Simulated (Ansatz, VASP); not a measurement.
## ZnO (zincite) in two plane-wave programs

One calculation is typed for both programs; each brings its own data sets and cutoff. How far apart do they land? The cell is taken from a series of VASP runs on this material, whose earlier steps may have relaxed, scaled or displaced it; both programs get it as it stands.

Method: plane waves, with VASP 6.6.1 beside it; single point at PBE and band structure at PBE, in Ansatz 0.2.0.

**1. The starting structure**

It takes space group P6_3mc (No. 186, hexagonal). The conventional cell has a = 3.289 Å, b = 3.289 Å, c = 5.302 Å, α = 90.00°, β = 90.00°, γ = 120.00°. Nearest to Zn lie 4 O at 2.00 to 2.01 Å. Nearest to O lie 4 Zn at 2.00 to 2.01 Å. Farther neighbours and most contacts between anions are not listed.

Coordinates:

```xyz
4
Lattice="3.2885 0.0000 0.0000 -1.6443 2.8479 0.0000 0.0000 0.0000 5.3019" Properties=species:S:1:pos:R:3 pbc="T T T"
Zn    0.0000    1.8986    2.6493
Zn    1.6443    0.9493    5.3003
O     1.6443    0.9493    2.0111
O     0.0000    1.8986    4.6620
```

**2. VASP: single point, PBE**

With cell and atoms fixed, the geometry can't cause a difference; cores, projectors, grids and the points listed under the comparison can.

Lines of VASP's logs that name or quote its potential files are left out, and so is its time.

INCAR reads:

```
SYSTEM = ZnO
PREC = Accurate
ENCUT = 520
EDIFF = 1E-06
NELM = 100
ISMEAR = 0
SIGMA = 0.05
LREAL = .FALSE.
ALGO = Normal
GGA = PE
NBANDS = 24
LORBIT = 11
LWAVE = .FALSE.
LCHARG = .TRUE.
ISIF = 2
LELF = .TRUE.
LVHAR = .TRUE.
```

POSCAR reads:

```
ZnO
1.0
    3.2885064752      0.0000000000      0.0000000000
   -1.6442532376      2.8479301480      0.0000000000
    0.0000000000      0.0000000000      5.3018776255
Zn O
2 2
Direct
    0.3333333333      0.6666666667      0.4996979181
    0.6666666667      0.3333333333      0.9996979181
    0.6666666667      0.3333333333      0.3793120819
    0.3333333333      0.6666666667      0.8793120819
```

KPOINTS reads:

```
Automatic mesh
0
Gamma
8 8 4
0 0 0
```

Potentials, in the order of the species: Zn and O (PBE family, release 64).

The run is started by

```sh
$ mpirun -np 4 vasp_std
```

Numbers of over 12 decimals in the logs are rounded to 6 here.

What it wrote:

```text
[banner, memory and clock lines left out]
running    4 mpi-ranks, on    1 nodes
 distrk:  each k-point on    4 cores,    1 groups
 distr:  one band on    1 cores,    4 groups

 POSCAR found type information on POSCAR ZnO
 POSCAR found :  2 types and       4 ions
 LDA part: xc-table for (Slater+PW92), standard interpolation
 POSCAR, INCAR and KPOINTS ok, starting setup
 FFT: planning ... GRIDC
 FFT: planning ... GRID_SOFT
 FFT: planning ... GRID
 WAVECAR not read
 entering main loop
       N       E                     dE             d eps       ncg     rms          rms(c)
DAV:   1     0.289586938800E+03    0.28959E+03   -0.18656E+04  1440   0.217E+03
DAV:   2     0.736054739611E+01   -0.28223E+03   -0.26815E+03  1592   0.428E+02
DAV:   3    -0.206606836222E+02   -0.28021E+02   -0.27821E+02  1608   0.141E+02
DAV:   4    -0.211050091430E+02   -0.44433E+00   -0.44401E+00  1696   0.189E+01
DAV:   5    -0.211077184939E+02   -0.27094E-02   -0.27093E-02  1592   0.139E+00    0.139E+01
DAV:   6    -0.177228690228E+02    0.33848E+01   -0.92878E+00  2488   0.680E+01    0.843E+00
DAV:   7    -0.178934213613E+02   -0.17055E+00   -0.27136E+00  1560   0.183E+01    0.503E+00
DAV:   8    -0.179067449264E+02   -0.13324E-01   -0.62993E-01  2000   0.773E+00    0.165E+00
DAV:   9    -0.178551151105E+02    0.51630E-01   -0.12906E-01  2144   0.688E+00    0.313E-01
DAV:  10    -0.178578280207E+02   -0.27129E-02   -0.41227E-02  1464   0.148E+00    0.133E-01
DAV:  11    -0.178578783091E+02   -0.50288E-04   -0.70913E-04  1752   0.388E-01    0.461E-02
DAV:  12    -0.178578935851E+02   -0.15276E-04   -0.15826E-04  1952   0.359E-01    0.202E-02
DAV:  13    -0.178579068001E+02   -0.13215E-04   -0.35657E-05  1736   0.109E-01    0.216E-02
DAV:  14    -0.178579005655E+02    0.62346E-05   -0.19123E-05  1872   0.418E-02    0.328E-03
DAV:  15    -0.178579003876E+02    0.17788E-06   -0.25669E-06  1336   0.139E-02
   1 F= -.17857900E+02 E0= -.17857900E+02  d E =-.396645E-18
```

OUTCAR, selected parts (step 2):

```text
ion  position               nearest neighbor table
   1  0.333  0.667  0.500-   3 2.00   3 2.00   3 2.00   4 2.01
   2  0.667  0.333  1.000-   4 2.00   4 2.00   4 2.00   3 2.01
   3  0.667  0.333  0.379-   1 2.00   1 2.00   1 2.00   2 2.01
   4  0.333  0.667  0.879-   2 2.00   2 2.00   2 2.00   1 2.01

  LATTYP: Found a hexagonal cell.
 ALAT       =     3.2885064752
 C/A-ratio  =     1.6122448490

 Subroutine GETGRP returns: Found 12 space group operations
 (whereof  6 operations were pure point group operations)

The static configuration has the point symmetry C_3v.
 The point group associated with its full space group is C_6v.

 Found     30 irreducible k-points:

   k-points           NKPTS =     30   k-points in BZ     NKDIM =     30   number of bands    NBANDS=     24

   dimension x,y,z NGX =    24 NGY =   24 NGZ =   40
   dimension x,y,z NGXF=    48 NGYF=   48 NGZF=   80

   ENCUT  =  520.0 eV  38.22 Ry    6.18 a.u.   6.11  6.11  9.86*2*pi/ulx,y,z

   NELECT =      36.0000    total number of electrons

 k-points in reciprocal lattice and weights: Automatic mesh
   0.00000000  0.00000000  0.00000000       0.004
   0.12500000  0.00000000  0.00000000       0.023
   0.25000000  0.00000000  0.00000000       0.023
   0.37500000  0.00000000  0.00000000       0.023
   0.50000000  0.00000000  0.00000000       0.012
   0.12500000  0.12500000  0.00000000       0.023
   0.25000000  0.12500000  0.00000000       0.047
   0.37500000  0.12500000  0.00000000       0.047
   0.25000000  0.25000000  0.00000000       0.023
[...]
0.25000000  0.25000000  0.50000000       0.023
   0.37500000  0.25000000  0.50000000       0.023

 average (electrostatic) potential at core
       1 -36.1244       2 -36.1244       3 -73.3790       4 -73.3790

 E-fermi :   1.1267

 k-point     1 :       0.0000    0.0000    0.0000
  band No.  band energies     occupation
    ...
     14       0.0919      2.00000
     15       0.0919      2.00000
     16       0.7588      2.00000
     17       0.8353      2.00000
     18       0.8353      2.00000
     19       1.5522      0.00000
     20       5.8934      0.00000
     21       8.8896      0.00000
     22      13.5133      0.00000
     23      13.5133      0.00000
    ...

 k-point     2 :       0.1250    0.0000    0.0000
  band No.  band energies     occupation
    ...
     14      -0.4471      2.00000
     15      -0.1022      2.00000
     16       0.0278      2.00000
     17       0.6610      2.00000
     18       0.7305      2.00000
     19       2.5635      0.00000
     20       6.4945      0.00000
     21       8.8936      0.00000
     22      12.1508      0.00000
     23      13.6478      0.00000
    ...

 k-point     3 :       0.2500    0.0000    0.0000
  band No.  band energies     occupation
    ...
     14      -1.5672      2.00000
     15      -0.8601      2.00000
     16      -0.5711      2.00000
     17       0.3597      2.00000
     18       0.4622      2.00000
     19       3.9936      0.00000
     20       7.6481      0.00000
     21       8.8725      0.00000
     22      10.3289      0.00000
     23      12.1826      0.00000
    ...

  Total        0.0087271      0.0087271      0.0171039      0.0000000     -0.0000000      0.0000000
  in kB        0.2815929      0.2815929      0.5518839      0.0000000     -0.0000000      0.0000000
  external PRESSURE =       0.3716899 kB  Pullay stress =       0.0000000 kB

  energy-cutoff  :      520.00
  volume of cell :       49.65
      direct lattice vectors                 reciprocal lattice vectors
     3.288506475  0.000000000  0.000000000     0.304089412  0.175566104  0.000000000
    -1.644253238  2.847930148  0.000000000     0.000000000  0.351132208  0.000000000
     0.000000000  0.000000000  5.301877626     0.000000000  0.000000000  0.188612426

 POSITION                                       TOTAL-FORCE (eV/Angst)
 -----------------------------------------------------------------------------------
     -0.00000      1.89862      2.64934        -0.000000      0.000000      0.008706
      1.64425      0.94931      5.30028         0.000000     -0.000000      0.008706
      1.64425      0.94931      2.01107        -0.000000     -0.000000     -0.008706
     -0.00000      1.89862      4.66201         0.000000      0.000000     -0.008706
 -----------------------------------------------------------------------------------
    total drift:                               -0.000001     -0.000001     -0.000710

  FREE ENERGIE OF THE ION-ELECTRON SYSTEM (eV)
  ---------------------------------------------------
  free  energy   TOTEN  =       -17.8579003876 eV

  energy  without entropy=      -17.8579003876  energy(sigma->0) =      -17.85790039

 total charge
# of ion       s       p       d       tot
------------------------------------------
    1        0.446   0.452   9.890  10.788
    2        0.446   0.452   9.890  10.788
    3        1.550   3.436   0.000   4.986
    4        1.550   3.436   0.000   4.986
--------------------------------------------------
tot          3.993   7.776  19.780  31.548

[... 3 further parts left out ...]
```

The run ends at a pressure of 0.04 GPa, with forces up to 0.0087 eV/Å.

**3. Ansatz: single point, PBE**

Ansatz runs on its default PAW (the set named soft_2) files.

The same cell, functional, mesh and smearing now go to Ansatz, which takes its cutoff from its data sets.

input.yaml reads:

```yaml
crystal:
  lattice:
    - [3.2885064752, 0.0, 0.0]
    - [-1.6442532376, 2.847930148, 0.0]
    - [0.0, 0.0, 5.3018776255]
  atoms:
    - { symbol: Zn, position: [0.3333333333, 0.6666666667, 0.4996979181] }
    - { symbol: Zn, position: [0.6666666667, 0.3333333333, 0.9996979181] }
    - { symbol: O, position: [0.6666666667, 0.3333333333, 0.3793120819] }
    - { symbol: O, position: [0.3333333333, 0.6666666667, 0.8793120819] }
hamiltonian:
  xc: pbe
  pseudopotentials: { kind: paw }
kpoints:
  mp_grid: { grid: [8, 8, 4] }
scf:
  occupations: { method: gaussian, width: 0.05 }
  n_extra_bands: 5
output:
  forces: true
  stress: true
  eigenvalues: true
```

The run is started by

```sh
$ ansatz run input.yaml --threads 2 --pin off --max-ram 4608MiB --backend cpu --events-out ev --progress --plain --runs-dir out
```

What it wrote:

```text
scf.n_extra_bands = 5 over 18 filled bands (N_el = 36.0): the run solves 23 bands
Engine: ansatz 0.2.0, x86_64-unknown-linux-gnu
Pseudopotentials: kind: paw
Pseudopotential: Zn, paw, valence charge 12, recommended cutoff 420 eV (normal), Zn.paw.azcp
Pseudopotential: O, paw, valence charge 6, recommended cutoff 420 eV (normal), O.paw.azcp
Functional definition: PBE
  parameter kappa = 0.804
  parameter beta = 0.066725
  exchange = pbe_x(kappa = kappa, mu = beta*pi^2/3)
  correlation = pbe_c(beta = beta)
Crystal: 4 atoms, lattice volume = 49.654 Å³
Basis set: ecut = 420 eV, 989 PW (Γ), exchange–correlation on 48×48×72 points (8 copies of the dense FFT grid, shifted against one another)
Bands: 23, of which v1, the nominal top of the filled ones, is band 18 counted from 1 (17 counted from 0)
Symmetry: 12 space group operations
Space group: P63mc (ITA 186), of the structure as read, at distance tolerance 3.7e-5 Å
k-points: 30 of 256 (time reversal used)
Non-local potential: Zn, projectors of the file, l = 0: 2, l = 1: 2, l = 2: 3, l = 3: 1
Non-local potential: O, projectors of the file, l = 0: 2, l = 1: 2, l = 2: 1
PAW form: soft (Blöchl's): semilocal exchange-correlation on the pseudo side does not see the compensation charge
PAW one-centre angular grid: Zn, 590 points (default); XC on 64 Gauss nodes
PAW one-centre angular grid: O, 110 points (default); XC on 64 Gauss nodes
Initial density: superposition of atomic densities (neutral atoms: chi_scale 0, normalization atom), corrected by the library's trained network
Initial wavefunctions: pseudopotential atomic-orbital guess
Functional: x = pbe(κ = 0.804, μ = 0.219515), c = pbe(β = 0.066725)
SCF iter   1: F=—  HF=-7773.689996 eV  |F-HF|=—  |Δ(HF+E_count)|=         —  Δρ=6.34e-4  dr2=7.16e-5  ethr=1.77e-3  ⟨swp⟩=6.0  Hψ=3091  notcnv=0
preconditioner: auto → Resta (q_TF=auto, 2.586 Å⁻¹)  ε∞=6.8  [insulator: Δε(μ)=0.734 eV  Ē_g=13.147 eV  σ=0.050 eV  W_gap=1.00  n_scr=22 (ndim 8)  ℏωp=31.6 eV  f_vac=0.043  D(μ)=0.00/eV (n_scr^D=0)  ε∞_Penn≈6.8]
SCF iter   2: F=—  HF=-7773.691385 eV  |F-HF|=—  |Δ(HF+E_count)|=   1.39e-3  Δρ=4.04e-4  dr2=2.62e-5  ethr=1.99e-7  ⟨swp⟩=3.1  Hψ=1791  notcnv=0
SCF iter   3: F=—  HF=-7773.691453 eV  |F-HF|=—  |Δ(HF+E_count)|=   6.81e-5  Δρ=2.38e-4  dr2=1.20e-5  ethr=7.28e-8  ⟨swp⟩=2.0  Hψ=1140  notcnv=0
SCF iter   4: F=—  HF=-7773.691495 eV  |F-HF|=—  |Δ(HF+E_count)|=   4.16e-5  Δρ=8.21e-5  dr2=1.69e-6  ethr=3.34e-8  ⟨swp⟩=2.0  Hψ=1086  notcnv=0
SCF iter   5: F=—  HF=-7773.691502 eV  |F-HF|=—  |Δ(HF+E_count)|=   6.80e-6  Δρ=2.05e-5  dr2=1.22e-7  ethr=4.69e-9  ⟨swp⟩=2.0  Hψ=1166  notcnv=0
SCF iter   6: F=—  HF=-7773.691502 eV  |F-HF|=—  |Δ(HF+E_count)|=   5.34e-7  Δρ=1.66e-5  dr2=1.03e-7  ethr=2.78e-10  ⟨swp⟩=7.0  Hψ=3157  notcnv=0
SCF iter   7: F=-7773.691502 eV  HF=-7773.691502 eV  |F-HF|=6.17e-9  |Δ(HF+E_count)|=   3.10e-8  Δρ=2.33e-6  dr2=2.46e-9  ethr=2.78e-10  ⟨swp⟩=4.6  Hψ=2512  notcnv=0
SCF 1 converged in 7 iterations: F = -7773.691502 eV  dr2 = 2.46e-9
  greatest PAW one-centre occupation: 0.987 electrons in one spin orbital (limit 2), on the Zn atom at site 0 (counted from 0), in its partial waves of l = 2
SCF converged after 7 iterations
Free energy (F): -7773.691502 eV
Harris-Foulkes:  -7773.691502 eV  (|F-HF|=6.17e-9)
Internal energy: -7773.691502 eV  (E = F + TS)
E sigma→0 (E₀):  -7773.691502 eV
Fermi energy:    6.974878 eV
--- Per-component energies (eV) ---
  E_band       = 48.011831
  E_kinetic    = 609.664185
  E_local      = -4066.802683  (includes V_loc(G=0)·N_el)
  E_nonlocal   = 1335.245378
  E_hartree    = 1669.372415
  E_xc         = -419.149519
  E_vxc        = -288.756027  (∫ρ·V_xc dr)
  E_paw        = -3980.734233  (= ΣΔE_a)
  E_vpaw       = -880.087930  (= ΣTr[D̂ρ^β])
  E_aug_tail   = 0.003999  (compensation charges beyond the density's cutoff)
  E_ewald      = -2921.291045
  E_smearing   = -0.000000  (= −TS)
  E_closure    = -0.000000  (closes the sum)
  Σ components = -7773.691502   (vs F -7773.691502, Δ=0.00e0)
--- Forces (eV/Å), atoms counted from 1 ---
  atom   1  Zn     0.00000000     0.00000000     0.00658361
  atom   2  Zn     0.00000000    -0.00000000     0.00658361
  atom   3  O     -0.00000000     0.00000000    -0.00659290
  atom   4  O     -0.00000000    -0.00000000    -0.00659290
  max |Σ_I F_I| component: 1.86e-5 eV/Å
--- Stress (GPa, compression-positive) ---
       -0.912363      -0.000000       0.000000
        0.000000      -0.912363      -0.000000
        0.000000      -0.000000      -0.861979
  P = ⅓ Tr σ = -0.8956 GPa (-8.956 kbar)
--- Band table (eV; the first three rows and the last of 30) ---
  k-point 0: bands = [... 14 lower, 5.8655, 6.5291, 6.6064, 6.6064, 7.3410, 11.6874, 14.6678, 19.3146, ... 1 higher]
  k-point 1: bands = [... 14 lower, 5.9760, 5.9760, 6.5001, 6.5001, 8.4701, 11.1873, 15.1346, 18.6815, ... 1 higher]
  k-point 2: bands = [... 14 lower, 6.2405, 6.2405, 6.2405, 6.2405, 9.9643, 9.9643, 16.5082, 16.5082, ... 1 higher]
  k-point 29: bands = [... 14 lower, 4.2039, 4.2039, 5.4328, 5.4328, 13.7073, 13.7073, 14.8565, 14.8565, ... 1 higher]
```

It took 1.1 s on 2 threads of Intel Xeon Platinum 8559C (Emerald Rapids), shared host; peak memory 0.41 GiB; 2 s of CPU time.

Reading the cycles: dr2 is the Hartree energy of the density residual (eV), the measure of convergence; HF is the Harris–Foulkes estimate of the energy, which meets the free energy F at convergence.

The run ends at a pressure of -0.90 GPa, with forces up to 0.0066 eV/Å.

**4. Differences**

Known differences besides the potentials themselves: the cutoff is 420 eV in Ansatz and 520 eV in VASP; VASP leaves aspherical gradient terms in its spheres out (LASPH is not set), Ansatz keeps them. Total energies have different zeros and are not compared.

The two programs side by side:

| quantity | Ansatz | VASP | difference |
| --- | --- | --- | --- |
| pressure (GPa) | -0.90 | 0.04 | -0.93 |
| pressure without Ansatz's Pulay correction (GPa) | -1.60 | 0.04 | -1.63 |
| gap on the k mesh (eV) | 0.735 | 0.717 | +0.018 |

At this near-relaxed geometry the largest component of a force difference is 2 meV/Å. A gap on the mesh is an upper bound, since the band edges may lie between its points. Ansatz's pressure holds a Pulay correction of 0.70 GPa; VASP's holds none.

**5. Ansatz: band structure, PBE**

The same path points are solved in both programs, so levels can be compared one by one.

The cell is taken from a series of VASP runs on this material, whose earlier steps may have relaxed, scaled or displaced it; both programs get it as it stands.

input.yaml, the sections that differ from step 3:

```yaml
kpoints:
  mp_grid: { grid: [8, 8, 4] }
  band_path:
    path:
      - [0.0, 0.0, 0.0]
      - [0.13333, 0.0, 0.0]
      - [0.3, 0.0, 0.0]
      - [0.46667, 0.0, 0.0]
      - [0.46667, 0.06667, 0.0]
      - [0.41111, 0.17778, 0.0]
      - [0.35556, 0.28889, 0.0]
      - [0.28889, 0.28889, 0.0]
      - [0.17778, 0.17778, 0.0]
      - [0.06667, 0.06667, 0.0]
      - [0.0, 0.0, 0.03333]
      - [0.0, 0.0, 0.2]
      - [0.0, 0.0, 0.36667]
      - [0.0, 0.0, 0.5]
      - [0.16667, 0.0, 0.5]
      - [0.3, 0.0, 0.5]
      - [0.46667, 0.0, 0.5]
      - [0.46667, 0.06667, 0.5]
      - [0.41111, 0.17778, 0.5]
      - [0.35556, 0.28889, 0.5]
      - [0.28889, 0.28889, 0.5]
      - [0.17778, 0.17778, 0.5]
      - [0.06667, 0.06667, 0.5]
      - [0.5, 0.0, 0.46667]
      - [0.5, 0.0, 0.3]
      - [0.5, 0.0, 0.13333]
      - [0.33333, 0.33333, 0.0]
      - [0.33333, 0.33333, 0.16667]
      - [0.33333, 0.33333, 0.33333]
      - [0.33333, 0.33333, 0.5]
    npoints: 1
scf:
  occupations: { method: gaussian, width: 0.05 }
  n_extra_bands: 8
# crystal, hamiltonian, output: as in step 3
```

What it wrote:

```text
[...]
Crystal: 4 atoms, lattice volume = 49.654 Å³
Basis set: ecut = 420 eV, 989 PW (Γ), exchange–correlation on 48×48×72 points (8 copies of the dense FFT grid, shifted against one another)
Bands: 26, of which v1, the nominal top of the filled ones, is band 18 counted from 1 (17 counted from 0)
Symmetry: 12 space group operations
[...]
k-points: 30 of 256 (time reversal used)
[...]
k-point 0: bands = [... 14 lower, 5.8655, 6.5291, 6.6064, 6.6064, 7.3410, 11.6874, 14.6678, 19.3146, ... 4 higher]
  k-point 1: bands = [... 14 lower, 5.9760, 5.9760, 6.5001, 6.5001, 8.4701, 11.1873, 15.1346, 18.6815, ... 4 higher]
  k-point 2: bands = [... 14 lower, 6.2405, 6.2405, 6.2405, 6.2405, 9.9643, 9.9643, 16.5082, 16.5082, ... 4 higher]
  k-point 29: bands = [... 14 lower, 4.2039, 4.2039, 5.4328, 5.4328, 13.7073, 13.7073, 14.8565, 14.8565, ... 4 higher]
[key lines of the parts left out:]
SCF converged after 7 iterations
Free energy (F): -7773.691502 eV
Fermi energy:    6.974879 eV
P = ⅓ Tr σ = -0.8956 GPa (-8.956 kbar)
```

Wall time 1.6 s (2 threads); peak memory 0.41 GiB; 3.1 s of CPU time.

(Continued in part 2 of 2.)

[Lines on the potential files, build, host, timing and source positions are cut from VASP's logs without a mark.]

[Logs are printed without paths, hosts, clocks, repeated set-up lines and the standing remarks that a program may print on its own settings, such as how far it seeks lower states.]

[Hosts, paths, dates, database ids (printed as entryN), source tags and the programs' standing remarks are cut or masked in the printed files.]
